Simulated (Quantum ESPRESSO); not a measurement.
# Ag under changes of volume

One of the cells (17.048 Å³/atom); the others are scaled copies at fixed shape and fractional positions:

```
Ag
1.0
     0.00000    2.04275    2.04275
     2.04275    0.00000    2.04275
     2.04275    2.04275    0.00000
Ag
1
Direct
  0.00000 0.00000 0.00000
```

```yaml
Program: Quantum ESPRESSO 7.5
Functional: PBE
Potentials_or_basis: PseudoDojo 0.5 SR PBE stringent
Cutoff: 1116 eV
Density_cutoff: 4463 eV
k_mesh: 11 × 11 × 11
Occupations: fermi-dirac, width 0.05 eV
Spin: no spin polarisation
```

| volume (Å³/atom) | energy over the lowest point (meV/atom) | pressure (GPa) |
| --- | --- | --- |
| 16.025 | 63.14 | 12.8 |
| 16.366 | 39.02 | 9.6 |
| 16.707 | 21.41 | 6.8 |
| 17.048 | 9.52 | 4.3 |
| 17.389 | 2.59 | 2.1 |
| 17.730 | 0.00 | 0.2 |
| 18.071 | ? | ? |

Q: What does the run at 18.071 Å³/atom give?

A: Energy over the lowest point 1.11 meV/atom; pressure -1.5 GPa.

Worked out: A Birch-Murnaghan fit of order 3 (a polynomial in V^(-2/3)) to the other rows has its minimum at 17.79 Å³/atom, just outside them, with B0 = V·E''(V) = 90 GPa and B' = 6.2. It gives 1.19 meV/atom at 18.071 Å³/atom, against the run's 1.11, and -dE/dV = -1.4 GPa, against -1.5.

Energies are extrapolated to zero smearing.
